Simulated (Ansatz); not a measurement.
Thermal expansion of Mo from its phonons

Theory: DFT PBEsol, scalar-relativistic, plane waves, PAW (Ansatz). Settings: 420 eV plane-wave cutoff, Γ-centred 20×20×20 mesh, Fermi-Dirac smearing of 0.15 eV. No spin polarisation. Phonons by linear response, acoustic sum rule imposed.

Relaxed structure:
```cif
data_structure
_symmetry_space_group_name_H-M 'Im-3m'
_symmetry_Int_Tables_number 229
_cell_length_a 3.1302
_cell_length_b 3.1302
_cell_length_c 3.1302
_cell_angle_alpha 90.000
_cell_angle_beta 90.000
_cell_angle_gamma 90.000
_cell_volume 30.67
loop_
_atom_site_label
_atom_site_type_symbol
_atom_site_symmetry_multiplicity
_atom_site_Wyckoff_symbol
_atom_site_fract_x
_atom_site_fract_y
_atom_site_fract_z
_atom_site_occupancy
Mo1 Mo 2 a 0.00000 0.00000 0.00000 1
```

In a metal, frequencies depend on the k mesh and the smearing, soft modes most. Some empty bands missed the eigensolver's threshold.

Phonons on a 2×2×2 q mesh at 0.98, 1 and 1.02 times the equilibrium volume give γ = −d ln ν/d ln V, modes matched by rank. The cell has V = 15.33 Å³ with 1 atom and B = 279 GPa. Points of the mesh (fractions of the reciprocal vectors) with their weights out of 8; the acoustic modes at Γ are left out:

```tsv
q	weight	ν (cm⁻¹)	γ	degeneracy
0.00 0.00 -0.50	6	154	2.28	1
0.00 0.00 -0.50	6	194	0.90	1
0.00 0.00 -0.50	6	268	2.29	1
-0.50 -0.50 -0.50	1	181	2.55	3
```

Question: Work out the volume expansion coefficient at 50, 100, 300 and 800 K in Grüneisen's theory.

Answer: Each mode holds c = k_B x² eˣ/(eˣ − 1)², x = hcν/k_BT (k_B = 0.695 cm⁻¹/K). Weighted over the mesh, C_V = Σ c, γ̄ = Σ cγ/C_V and α_V = γ̄ C_V/(BV):
```json
{"T (K)": "50", "C_V (k_B a cell)": "0.34", "γ̄": "1.97", "α_V (10⁻⁶/K)": "2.2"}
{"T (K)": "100", "C_V (k_B a cell)": "1.38", "γ̄": "1.92", "α_V (10⁻⁶/K)": "8.5"}
{"T (K)": "300", "C_V (k_B a cell)": "2.42", "γ̄": "1.93", "α_V (10⁻⁶/K)": "15.0"}
{"T (K)": "800", "C_V (k_B a cell)": "2.60", "γ̄": "1.93", "α_V (10⁻⁶/K)": "16.1"}
```

The classical limit of C_V is 3n = 3 k_B, less the 3/8 k_B of the three modes left out, which leaves C_V and α_V about 12 % low even at high temperature. All γ are positive, so the crystal expands at every temperature. For a cubic crystal the linear coefficient is a third of α_V. A mesh this coarse misses long acoustic waves, so the low-temperature rows are rough; B and γ are held at their static values, and the electrons' part is left out.

Question: The zero-point energy of the cell, summed on a denser interpolated mesh, is 36.357, 34.989 and 33.634 meV at the three volumes. How far does it expand the lattice at 0 K?

Answer: P_zp = −dE_zp/dV = 2.723 meV / (0.613 Å³) × 0.16022 GPa Å³/meV = 0.711 GPa, so ΔV/V = P_zp/B = 0.25 %. This share is taken off a measured low-temperature volume before it is compared with a static calculation.

Cost: 6 runs of about 1.8 core-minutes in all, on AMD EPYC 9R45 (Zen 5) (shared hosts).

The expansion coefficient follows the heat capacity almost entirely, since γ̄ hardly changes with temperature. Both rise steeply as the modes become thermally populated and flatten once the thermal energy is comparable to the highest phonon energies. The steady γ̄ hides a wide spread: the mode at 194 cm⁻¹ responds weakly to volume, but it lies between strongly responding modes, so warming barely shifts the average. Volume sensitivity therefore doesn't simply track softness.

The expansion is small despite the sizeable γ̄ because the lattice is so stiff. Molybdenum's roughly half-filled d band occupies mainly bonding states, which gives strong cohesion and a large bulk modulus to oppose the thermal pressure. The same resistance limits the zero-point expansion.

γ̄ lies somewhat above the thermodynamic Grüneisen parameter known for molybdenum, probably because a few zone-boundary modes stand in for the whole spectrum. The room-temperature coefficient is nevertheless close to experiment, which suggests that the high γ̄ partly offsets the missing heat capacity; that agreement alone doesn't validate the individual mode parameters.
